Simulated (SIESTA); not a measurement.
Here is a SIESTA 5.4.2 calculation.

File TePb.fdf:

```
SystemName                      TePb
SystemLabel                     TePb
NumberOfSpecies                 2
NumberOfAtoms                   2
%block ChemicalSpeciesLabel
  1  82 Pb
  2  52 Te
%endblock ChemicalSpeciesLabel

UseStructFile                   true

%block kgrid.MonkhorstPack
    7   0   0  0.0
    0   7   0  0.0
    0   0   7  0.0
%endblock kgrid.MonkhorstPack
XC.Functional                   GGA
XC.Authors                      PBE
PAO.BasisSize                   DZP
PAO.EnergyShift                 0.003 Ry
Mesh.Cutoff                     500 Ry
OccupationFunction              FD
ElectronicTemperature           0.05 eV
MaxSCFIterations                120
SCF.MustConverge                false
SCF.Mixer.Method                Pulay
SCF.Mixer.Weight                0.25
SCF.Mixer.History               8
SCF.DM.Tolerance                5.0e-05
SCF.H.Tolerance                 1.0e-03 eV
WriteForces                     true
Charge.Mulliken                 end
%block PAO.Basis
  Pb 4
  n=6 0 2
    6.167 0.000
  n=6 1 2
    8.915 0.000
  n=5 2 2
    4.155 0.000
  n=6 2 1
    8.915
  Te 4
  n=5 0 2
    5.635 0.000
  n=5 1 2
    7.297 0.000
  n=4 2 2
    3.260 0.000
  n=5 2 1
    7.297
%endblock PAO.Basis
```

File TePb.STRUCT_IN:

```
   0.0000000000     3.2310000000     3.3602400000
   3.2310000000     0.0000000000     3.3602400000
   3.2310000000     3.2310000000     0.0000000000
2
1  82    0.0000000000     0.0000000000     0.0000000000
2  52    0.5000000000     0.5000000000     0.5000000000
```

Potentials or basis: PseudoDojo 0.4 standard (PBE files), DZP (energy shift 0.003 Ry; two zetas on semicore shells).

Command:

```sh
$ siesta < TePb.fdf > TePb.out 2>&1
```

Task: Estimate the pressure.

Result: 0.9 GPa.

Task: Estimate the band gap on the k mesh.

Result: 1.00 eV, indirect (least direct gap 1.04 eV).

Stress tensor (GPa, compression positive):
```
 2.30  0.01  0.01
 0.01  2.30  0.01
 0.01  0.01 -1.78
```

Caveat: spin-orbit coupling is left out, which as a rule narrows the gap of such compounds by several tenths of an eV; an odd mesh through Γ misses points on the zone boundary, where band edges often lie; the basis of atomic orbitals isn't converged, which shifts pressures, moduli and gaps.
